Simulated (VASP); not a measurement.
# MeOH on the (1 1 1) face of TaN, part 5 of 9

Does MeOH stick to the (1 1 1) face of TaN, and does it stay whole? The molecule starts over a bridge site, inverted. The start is a cell from a database of measured crystal structures.

VASP 6.6.1, plane waves and PAW; the level of theory is named at each step.

So far. Step 4 (The free molecule): Energy at zero smearing: -30.21909 eV. Step 6 (Going on with the relaxation): The run ended after 3 ionic steps, 0.001 eV below its first step, once the forces on the free atoms met EDIFFG = -0.05.

## (7) Potential and states with the molecule

Level of this step: PBE; plane waves and PAW (Ta_pv, N, C, O, H) (VASP).

A static run like the clean slab's shows how the vacuum level shifts, by charge transfer, by any dipole of the adsorbate and by the slab's own rearrangement.

INCAR

```
SYSTEM = Ta12H4CN12O
PREC = Normal
ENCUT = 400
EDIFF = 1E-06
NELM = 120
ISMEAR = 0
SIGMA = 0.05
LREAL = Auto
ALGO = Fast
GGA = PE
LORBIT = 11
LWAVE = .FALSE.
LCHARG = .TRUE.
IDIPOL = 3
LDIPOL = .TRUE.
DIPOL = 0.5 0.5 0.478
LVHAR = .TRUE.
LVACPOTAV = .TRUE.
NEDOS = 1500
```

POSCAR

```
Ta12H4CN12O
1.0
    6.1631427048      0.0000000000      0.0000000000
   -3.0815713524      5.3374381495      0.0000000000
    0.0000000000      0.0000000000     26.9804311828
Ta N C O H
12 12 1 1 4
Direct
    0.1666666700      0.3333333300      0.3131899500
    0.1666666700      0.8333333300      0.3131899500
    0.6666666700      0.3333333300      0.3131899500
    0.6666666700      0.8333333300      0.3131899500
    0.5000000000      0.5000000000      0.4064461500
    0.5000000000      0.0000000000      0.4064461500
    0.0000000000      0.5000000000      0.4064461500
    0.0000000000      0.0000000000      0.4064461500
    0.8360664470      0.6689927196      0.5128203433
    0.8360284282      0.1715296863      0.5111748088
    0.3349038388      0.6687646273      0.4947610881
    0.3379604413      0.1717041480      0.5089168349
    0.3333333300      0.1666666700      0.3598180500
    0.3333333300      0.6666666700      0.3598180500
    0.8333333300      0.1666666700      0.3598180500
    0.8333333300      0.6666666700      0.3598180500
    0.6704327088      0.3367829324      0.4561642003
    0.6871547089      0.8416205906      0.4549655057
    0.1548789929      0.3150567215      0.4550080915
    0.1524822250      0.8388674553      0.4550813989
    0.0024667521      0.5017899127      0.5419289047
    0.0028195170      0.0032508065      0.5437403524
    0.5000925474      0.5012383955      0.5409508523
    0.5000317035      0.0003644254      0.5400095748
    0.6631193089      0.8483154515      0.6532632973
    0.5541241549      0.7881967031      0.7015580169
    0.7572315157      0.0513904428      0.6454159579
    0.5084761595      0.7509413705      0.6268172895
    0.7989092901      0.7833351621      0.6473239447
    0.6870434257      0.8721621702      0.7258576093
```

KPOINTS

```
Automatic mesh
0
Gamma
3 3 1
0 0 0
```

PAW data sets: Ta_pv, N, C, O and H (PBE family, release 64).

Command:

```bash
$ export OMP_NUM_THREADS=5
$ mpirun -np 1 vasp_std
```

Output:

```text
[... set-up lines as in an earlier step ...]
 entering main loop
       N       E                     dE             d eps       ncg     rms          rms(c)
DAV:   1     0.171266221812E+04    0.17127E+04   -0.98593E+04  1454   0.121E+03
DAV:   2    -0.154358984454E+03   -0.18670E+04   -0.18224E+04  1507   0.359E+02
DAV:   3    -0.319930053734E+03   -0.16557E+03   -0.16250E+03  1420   0.102E+02
DAV:   4    -0.328348335391E+03   -0.84183E+01   -0.83100E+01  1572   0.217E+01
DAV:   5    -0.328635839732E+03   -0.28750E+00   -0.28611E+00  1492   0.375E+00    0.837E+01
RMM:   6    -0.293625042467E+03    0.35011E+02   -0.22041E+02  1601   0.315E+01    0.400E+01
RMM:   7    -0.458818781919E+03   -0.16519E+03   -0.34776E+02  1780   0.287E+01    0.338E+01
RMM:   8    -0.292049264076E+03    0.16677E+03   -0.77207E+01  1530   0.176E+01    0.189E+01
RMM:   9    -0.287287345333E+03    0.47619E+01   -0.27410E+01  1658   0.947E+00    0.878E+00
RMM:  10    -0.286467075116E+03    0.82027E+00   -0.12441E+01  1714   0.665E+00    0.544E+00
RMM:  11    -0.285024168850E+03    0.14429E+01   -0.25170E+00  1648   0.302E+00    0.259E+00
RMM:  12    -0.284872950224E+03    0.15122E+00   -0.10362E+00  1684   0.159E+00    0.129E+00
RMM:  13    -0.284766415595E+03    0.10653E+00   -0.31387E-01  1581   0.101E+00    0.719E-01
RMM:  14    -0.284732070628E+03    0.34345E-01   -0.12895E-01  1758   0.527E-01    0.413E-01
RMM:  15    -0.284718724953E+03    0.13346E-01   -0.67959E-02  1661   0.367E-01    0.419E-01
RMM:  16    -0.284704492527E+03    0.14232E-01   -0.23078E-02  1689   0.232E-01    0.209E-01
RMM:  17    -0.284700038144E+03    0.44544E-02   -0.13161E-02  1623   0.151E-01    0.119E-01
RMM:  18    -0.284701291866E+03   -0.12537E-02   -0.66104E-03  1642   0.113E-01    0.772E-02
RMM:  19    -0.284702628647E+03   -0.13368E-02   -0.27878E-03  1655   0.665E-02    0.524E-02
RMM:  20    -0.284703874032E+03   -0.12454E-02   -0.11550E-03  1680   0.425E-02    0.296E-02
RMM:  21    -0.284705180342E+03   -0.13063E-02   -0.75731E-04  1610   0.333E-02    0.158E-02
RMM:  22    -0.284706132381E+03   -0.95204E-03   -0.36995E-04  1488   0.207E-02    0.898E-03
RMM:  23    -0.284706509653E+03   -0.37727E-03   -0.14729E-04  1417   0.122E-02    0.661E-03
RMM:  24    -0.284706674244E+03   -0.16459E-03   -0.56965E-05  1285   0.722E-03    0.513E-03
RMM:  25    -0.284706791190E+03   -0.11695E-03   -0.28515E-05  1196   0.522E-03    0.306E-03
RMM:  26    -0.284706864917E+03   -0.73727E-04   -0.13109E-05  1068   0.340E-03    0.205E-03
RMM:  27    -0.284706921718E+03   -0.56801E-04   -0.72363E-06  1053   0.260E-03    0.130E-03
RMM:  28    -0.284706947841E+03   -0.26123E-04   -0.32744E-06   888   0.183E-03    0.258E-03
RMM:  29    -0.284706956947E+03   -0.91053E-05   -0.14817E-06   696   0.120E-03    0.871E-04
RMM:  30    -0.284706966642E+03   -0.96951E-05   -0.80806E-07   702   0.114E-03    0.427E-04
RMM:  31    -0.284706968757E+03   -0.21156E-05   -0.29363E-07   517   0.813E-04    0.264E-04
RMM:  32    -0.284706970654E+03   -0.18970E-05   -0.19640E-07   561   0.827E-04    0.206E-04
RMM:  33    -0.284706970818E+03   -0.16330E-06   -0.10751E-07   460   0.677E-04
 [... a notice as in an earlier step ...]

   1 F= -.28470697E+03 E0= -.28468998E+03  d E =-.339905E-01
```

Elapsed: 3.2 min, on 1 × NVIDIA H100 80GB HBM3, 81559 MiB with 1 MPI rank of AMD EPYC 7R13 (Zen 3), card shared with another run, shared host; peak memory 2 GiB.

OUTCAR, selected parts (step 7):

```text
   NELECT =     206.0000    total number of electrons

 dipolmoment           0.000000      0.000000      0.065680 electrons x Angstroem

 E-fermi :  -1.0064

 k-point     1 :       0.0000    0.0000    0.0000
  band No.  band energies     occupation
    ...
    100      -1.3195      2.00000
    101      -1.2693      2.00000
    102      -1.0283      1.46388
    103      -1.0239      1.37930
    104      -1.0217      1.33560
    105      -0.6044      0.00000
    106      -0.3734      0.00000
    107      -0.3174      0.00000
    108       0.3234      0.00000
    109       0.3617      0.00000
    ...

  Total        3.4826690      3.1494901     -6.8087966      0.1200330     -0.3788498     -0.2597032
  in kB        6.2869327      5.6854764    -12.2912762      0.2166842     -0.6839017     -0.4688177
  external PRESSURE =      -0.1062890 kB  Pullay stress =       0.0000000 kB

 POSITION                                       TOTAL-FORCE (eV/Angst)
 -----------------------------------------------------------------------------------
      0.00000      1.77915      8.45000         0.042167      0.085461      0.576650
     -1.54079      4.44787      8.45000         0.103841      0.031479      0.597176
      3.08157      1.77915      8.45000         0.063682      0.116109      0.454019
      1.54079      4.44787      8.45000        -0.059701      0.007049      0.592928
      1.54079      2.66872     10.96609        -0.734415      0.157380      0.363597
      3.08157      0.00000     10.96609        -0.123638     -0.743618      0.418899
     -1.54079      2.66872     10.96609         0.683409      0.272388      0.341078
      0.00000      0.00000     10.96609         0.064518      0.082682      0.221227
      3.09125      3.57071     13.83611         0.001767      0.011309     -0.007576
      4.62398      0.91553     13.79172         0.000872      0.005474     -0.011601
      0.00321      3.56949     13.34887         0.001048      0.006592      0.000836
      1.55378      0.91646     13.73080         0.005580      0.003115     -0.004220
      1.54079      0.88957      9.70805         0.138357      0.070401     -0.859086
     -0.00000      3.55829      9.70805         0.042810      0.062599     -1.194184
      4.62236      0.88957      9.70805        -0.207347      0.076136     -0.814603
      3.08157      3.55829      9.70805        -0.030155     -0.267322     -0.775512
      3.09415      1.79756     12.30751         0.003172      0.004392     -0.012490
      1.64152      4.49210     12.27517         0.001120      0.003008      0.003162
     -0.01633      1.68160     12.27631         0.006293     -0.003199     -0.004722
     -1.64526      4.47740     12.27829         0.002961      0.008033     -0.010377
     -1.53110      2.67827     14.62148        -0.003108      0.003139     -0.002054
      0.00736      0.01735     14.67035        -0.003204      0.001068     -0.007957
      1.53754      2.67533     14.59509        -0.007330      0.004023     -0.014793
      3.08064      0.00195     14.56969        -0.003041     -0.005461     -0.002842
[...]
-----------------------------------------------------------------------------------
    total drift:                               -0.008923     -0.014346      0.013199

  FREE ENERGIE OF THE ION-ELECTRON SYSTEM (eV)
  ---------------------------------------------------
  free  energy   TOTEN  =      -284.7069708177 eV

  energy  without entropy=     -284.6729803598  energy(sigma->0) =     -284.68997559

 vacuum level on the upper side and lower side of the slab         4.545         4.181

[... 6 parts as in an earlier step ...]

[... 10 further parts left out ...]
```

This step gave:

* electronic cycles: 33
* Fermi energy: -1.006 eV
* DOS at the Fermi level: 26.29 states/eV/cell
* dipole moment: 0, 0, 0.06568 e·Å
* vacuum levels: 4.545, 4.181 eV
* work functions of the upper and lower face: 5.551, 5.187 eV

The density of states has structure finer than the step of the table below, so its rows give means over 0.5 eV, whole bins alone (the curve runs from -12.0 to 6.30 eV). Peaks (eV: height): total -7.55: 38.9, -6.89: 41.4, -6.47: 40.2, -6.32: 41.8; Ta s -8.69: 3.12, -8.54: 3.12, -7.55: 2.69, -3.72: 1.44; Ta p -7.55: 2.02, -6.68: 1.54, -6.32: 2.20, -0.61: 1.60; Ta d 0.97: 20.3, 1.24: 19.9, 1.45: 21.9, 1.84: 20.0; N p -7.55: 12.9, -6.47: 15.2, -6.32: 15.1, -3.72: 14.0.

The density of states by energy, zero at the Fermi level; means over each step; 7 of 9 lines; values in states/eV/cell:

| energy (eV) | total | Ta s | Ta p | Ta d | N p | C s | C p |
| --- | --- | --- | --- | --- | --- | --- | --- |
| -11.5 | 2.42 | 2.2e-4 | 9.4e-5 | 7.2e-4 | 0.00101 | 0.819 | 0.0163 |
| -11.0 | 1.78 | 1.6e-4 | 7.3e-5 | 5.4e-4 | 7.4e-4 | 0.603 | 0.0120 |
| -10.5 | 0 | 0 | 0 | 0 | 0 | 0 | 0 |
| -10.0 | 0 | 0 | 0 | 0 | 0 | 0 | 0 |
| -9.5 | 1.12 | 0.153 | 0.0187 | 0.177 | 0.301 | 2.4e-5 | 0 |
| -9.0 | 1.28 | 0.172 | 0.0229 | 0.198 | 0.354 | 6.5e-5 | 0 |
| -8.5 | 9.76 | 1.17 | 0.220 | 1.58 | 2.84 | 1.0e-4 | 1.5e-5 |
| -8.0 | 3.71 | 0.353 | 0.112 | 0.642 | 1.21 | 0 | 1.1e-5 |
| -7.5 | 17.4 | 1.17 | 0.721 | 3.16 | 5.81 | 9.0e-5 | 0.00162 |
| -7.0 | 15.1 | 0.275 | 0.482 | 2.73 | 4.24 | 0.0341 | 0.562 |
| -6.5 | 28.9 | 0.333 | 1.32 | 6.90 | 10.9 | 0.00181 | 0.00742 |
| -6.0 | 11.7 | 0.159 | 0.614 | 2.53 | 4.20 | 0.00203 | 0.00916 |
| -5.5 | 17.1 | 0.0652 | 0.569 | 4.55 | 6.61 | 0.00201 | 0.0339 |
| -5.0 | 12.5 | 0.0986 | 0.256 | 1.91 | 2.38 | 0.00274 | 1.40 |
| -4.5 | 3.43 | 0.0177 | 0.0300 | 0.283 | 0.358 | 3.3e-4 | 0.597 |
| -4.0 | 9.77 | 0.146 | 0.307 | 2.18 | 3.91 | 0.00149 | 0.0156 |
| -3.5 | 18.3 | 0.494 | 0.733 | 3.19 | 7.92 | 9.7e-4 | 0.0189 |
| -3.0 | 8.30 | 0.0994 | 0.201 | 2.15 | 2.88 | 3.5e-4 | 0.0109 |
| -2.5 | 9.10 | 0.0416 | 0.0904 | 2.47 | 0.905 | 0.00612 | 0.464 |
| -2.0 | 5.61 | 0.206 | 0.152 | 2.51 | 0.589 | 2.6e-4 | 0.00603 |
| -1.5 | 5.67 | 0.229 | 0.105 | 2.51 | 0.483 | 1.7e-4 | 7.9e-4 |
| -1.0 | 6.98 | 0.206 | 0.273 | 2.57 | 0.176 | 2.1e-5 | 0.0512 |
| -0.5 | 16.2 | 0.231 | 0.469 | 6.81 | 1.10 | 2.2e-4 | 0.0922 |
| 0.0 | 13.1 | 0.126 | 0.301 | 6.66 | 1.51 | 2.9e-4 | 0.00158 |
| 0.5 | 9.81 | 0.126 | 0.0857 | 5.55 | 1.14 | 5.4e-4 | 0.00173 |
| 1.0 | 16.0 | 0.260 | 0.110 | 9.84 | 1.59 | 4.3e-4 | 0.00227 |
| 1.5 | 17.0 | 0.199 | 0.0905 | 11.3 | 1.55 | 5.0e-4 | 0.00190 |
| 2.0 | 19.3 | 0.317 | 0.166 | 12.8 | 1.68 | 5.2e-4 | 0.00184 |
| 2.5 | 11.7 | 0.171 | 0.0918 | 7.88 | 1.21 | 2.0e-4 | 5.5e-4 |
| 3.0 | 0.935 | 0.0639 | 0.0245 | 0.342 | 0.0867 | 3.6e-4 | 1.1e-4 |
| 3.5 | 3.1e-4 | 3.4e-5 | 1.0e-5 | 0 | 0 | 0 | 0 |
| 4.0 | 0.134 | 2.6e-4 | 1.2e-4 | 0.00144 | 7.5e-4 | 9.0e-4 | 0.00264 |
| 4.5 | 0.331 | 6.1e-4 | 3.2e-4 | 0.00358 | 0.00188 | 0.00223 | 0.00651 |
| 5.0 | 0 | 0 | 0 | 0 | 0 | 0 | 0 |

The planar average of the electrostatic potential oscillates, so the rows of the table below give means over windows of 1.3 Å about each position, cut where the curve ends. Its maxima inside the range that stand out by 2 % of the span (Å: eV): 9.1: -7.79, 10.3: -8.47, 11.7: -7.68, 12.9: -6.94, 16.2: 5.09, 18.3: 4.80, 25.9: 5.55. Its minima: 8.5: -9.51, 9.9: -10.2, 11.0: -10.9, 12.1: -9.27, 14.4: -11.8, 17.4: 2.35, 18.9: 3.86.

Zero at the Fermi level. Planar average of the electrostatic potential against height; means over each step:

height (Å), planar average of the electrostatic potential (eV) and a bar from the least value:
```
     0.65        5.2 #############################
     1.95        5.2 #############################
     3.25        5.2 #############################
     4.55        5.2 #############################
     5.85        5.0 #############################
     7.15        1.1 #####################
     8.45       -8.3 ###
     9.75       -9.4 #
    11.05       -9.7 
    12.35       -8.4 ###
    13.65       -9.9 
    14.95       -3.9 ############
    16.25        4.8 #############################
    17.55        3.2 #########################
    18.85        4.3 ############################
    20.15        5.3 ##############################
    21.45        5.6 ##############################
    22.75        5.6 ##############################
    24.05        5.6 ##############################
    25.35        5.6 ##############################
    26.65        5.3 ##############################
```

Density of states in the PAW spheres, an atom over height of the layer and energy from the Fermi level.

Ten even steps from '_' (0.00 states/eV) to '@' (2.68 states/eV), each cell a mean:
```
..________....________________
--__..__::....________________
--__::__--____________________
--________________________@@__
______________________________
..__..________________________
..____________________________
::__..____________..____..**__
__________________________..__
________......--::____________
______....::::++--____________
______....::::--++____________
______________________________
__________________::____----__
______............__::::++::__
__..__..::----::--____________
______........__..____________
..--::--::----....____________
..++--::......________________
__::....________________::++::
..::::::......________________
__......______________________
```
Columns: height of the layer (Å) from 8.4 to 19.6 (not evenly spaced); rows upwards: energy from the Fermi level (eV) from -7.9 to 0.5.

Force (size) by element, in eV/Å:

| element | atoms | mean | spread (r.m.s.) | least | largest |
| --- | --- | --- | --- | --- | --- |
| Ta | 12 | 0.42 | 0.33 | 0.01 | 0.86 |
| N | 12 | 0.32 | 0.44 | 0.00 | 1.20 |
| C | 1 | 0.03 | 0.00 | 0.03 | 0.03 |
| O | 1 | 0.02 | 0.00 | 0.02 | 0.02 |
| H | 4 | 0.04 | 0.00 | 0.03 | 0.04 |

The atoms with the largest values:

| atom | x, y, z (Å) | force (eV/Å) |
| --- | --- | --- |
| N14 | 0.00, 3.56, 9.71 | 0.04, 0.06, -1.19 |
| N13 | 1.54, 0.89, 9.71 | 0.14, 0.07, -0.86 |
| Ta6 | 3.08, 0.00, 10.97 | -0.12, -0.74, 0.42 |
| N15 | 4.62, 0.89, 9.71 | -0.21, 0.08, -0.81 |
| Ta5 | 1.54, 2.67, 10.97 | -0.73, 0.16, 0.36 |
| N16 | 3.08, 3.56, 9.71 | -0.03, -0.27, -0.78 |
| Ta7 | -1.54, 2.67, 10.97 | 0.68, 0.27, 0.34 |
| Ta2 | -1.54, 4.45, 8.45 | 0.10, 0.03, 0.60 |

Valence density in the ca plane at fractional y = 0.839, with atoms of Ta and N and C and H within 0.2 Å of it. It is the smooth field of the valence electrons, not physical close to the nuclei.

Ten steps, logarithmic in the rise over the least value, from '0' (0.0 e/Å³) to '9' (5.3 e/Å³), each cell a mean:
```
00000112333445555654333456654310011110000000
00000112333445555654333456654310124431000000
00000112455544444545554444443210136653111000
00000113678754333457876433332100246764333210
00000024799864333458997532221001257776566530
00000024799864333357887432211001367777898631
00000113688754333346765433321112467767998520
00000112455544444444444444443111355546887410
00000112334445555654444555553211123223554200
00000112333445555654445555554210011001222100
00000112455544444544444444443100000000000000
00000113678754333445665433322100000000000000
00000024799864333357887432211000000000000000
00000024799864333458997532221000000000000000
00000113688754333457886433332100000000000000
00000112455544444445554444443210000000000000
```
Columns run along c (16.0 Å, from fractional 0.18 to 0.77 of the cell), rows up along a (6.2 Å). Atoms in or near the plane, at fractional coordinates: Ta at (0.31, 0.17), Ta at (0.31, 0.67), N at (0.45, 0.69), N at (0.46, 0.15), C at (0.65, 0.66), H at (0.73, 0.69).

Electrostatic potential energy in the ca plane at fractional y = 0.839, with atoms of Ta and N and C and H within 0.2 Å of it. With pseudopotentials it is smooth inside the atoms' cores, unlike the true potential.

Ten even steps from '0' (-26 eV) to '9' (4 eV), each cell a mean:
```
99999999999999999987777765333467753335789999
99999999999999999987777765333467753335789999
99999999999999999865445676444567765456899999
99999999999999998742113577666510366667899999
99999999999999998520001467777300067788999998
99999999999999998520001467777400067788999998
99999999999999998642113577666643566788999997
99999999999999999865445676544677654578999998
99999999999999999987777765333466533467899999
99999999999999999987777765333466533467899999
99999999999999999865445676544577644578999999
99999999999999998742113577666654566788999999
99999999999999998521001467777400067788999999
99999999999999998520001467777300067788999999
99999999999999998642113577666510266677899999
99999999999999999864445676544566765456899999
```
Columns run along c (16.0 Å, from fractional 0.04 to 0.63 of the cell; values clipped at the 3rd and 97th percentile), rows up along a (6.2 Å). Atoms in or near the plane, at fractional coordinates: Ta at (0.31, 0.17), Ta at (0.31, 0.67), N at (0.45, 0.69), N at (0.46, 0.15).

The map of layer states is cut here 0.5 eV above the Fermi level, so it leaves out the states above that.

At the end the adsorbate's closest contact with the slab is H-N at 2.77 Å, 1.51 Å to the side of the slab's atom, and its lowest atom lies 2.24 Å above the highest atom of the slab.

The vacuum level lies 5.55 eV above the Fermi level at the upper face; the two faces differ by 0.36 eV, the step that the slab's dipole of 0.066 e·Å makes.

VASP counts the dipole in electrons times Å, so a positive number points the physical dipole along −c.

The program found no field-free point at its default tolerance, but its printed level agrees with the flat part of the planar average.

On this mesh the fine structure of the density of states is sampling noise, and high empty states may be cut by the number of bands.

## (8) Putting the energies together

This step: slab, PBE; plane waves and PAW (VASP 6.6.1).

No new run; the numbers come from the runs before.

Numbers from this step:

- adsorption energy: -0.1793 eV
- highest filled level below the vacuum, with the molecule: 5.551 eV
- shortest molecule-surface distance: 2.767 Å
- nearest pair: H-N
- change of that level's depth: 0.09890 eV

Adsorption energy = -284.690 eV (slab with the molecule) less -254.292 eV (clean slab) less -30.219 eV (free molecule), all at zero smearing; the cell's area is 32.9 Å².

(Part 5 of 9 ends here.)

[Lines on the potential files, build, host, timing and source positions are cut from VASP's logs without a mark.]

[Logs are printed without paths, hosts, clocks, repeated set-up lines and the standing remarks that a program may print on its own settings, such as how far it seeks lower states.]

[Hosts, paths, dates, database ids (printed as entryN), source tags and the programs' standing remarks are cut or masked in the printed files.]

[Runs that stopped without an error message from VASP are left out.]
